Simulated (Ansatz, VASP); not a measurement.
## Cu: VASP beside Ansatz

```
Cu
1.0
     4.52210    0.00000    0.00917
     0.00000    4.23854    0.00000
    -2.01934    0.00000    3.76446
Cu
6
Direct
  0.00000 0.00000 0.00000
  0.00000 0.50000 0.50000
  0.33293 0.50000 0.16617
  0.66707 0.00000 0.33383
  0.66707 0.50000 0.83383
  0.33293 0.00000 0.66617
```

Alike in both runs: functional PBE; k mesh 4 × 4 × 4; occupations gaussian, width 0.1 eV; no spin polarisation.

Ansatz relaxed the structure, and its values are those at the end. VASP's run is a single point on that final structure, the one shown.

|  | VASP | Ansatz |
| --- | --- | --- |
| version | VASP 6.6.1 | Ansatz 0.2.0 |
| potentials or method | VASP PAW PBE potentials, release 64 (Cu) | scalar-relativistic, plane waves, PAW |
| plane-wave cutoff (eV) | 520 | 420 |
| valence electrons in the cell | 66 | 114 |

|  | VASP | Ansatz | Ansatz less VASP |
| --- | --- | --- | --- |
| gap on the k mesh at the Fermi level (eV) | none | none | - |
| pressure (GPa) | 0.7 | -0.1 | -0.75 |
| rms of the force components (eV/Å) | 0.010 | 0.010 | 0.0000 |

A gap of «none» marks a metal or a gap that the smearing closes. The two sets of potentials don't hold the same shells in valence.

Caveats: the k mesh is coarse (spacing up to 0.42 Å⁻¹), so the values aren't converged.
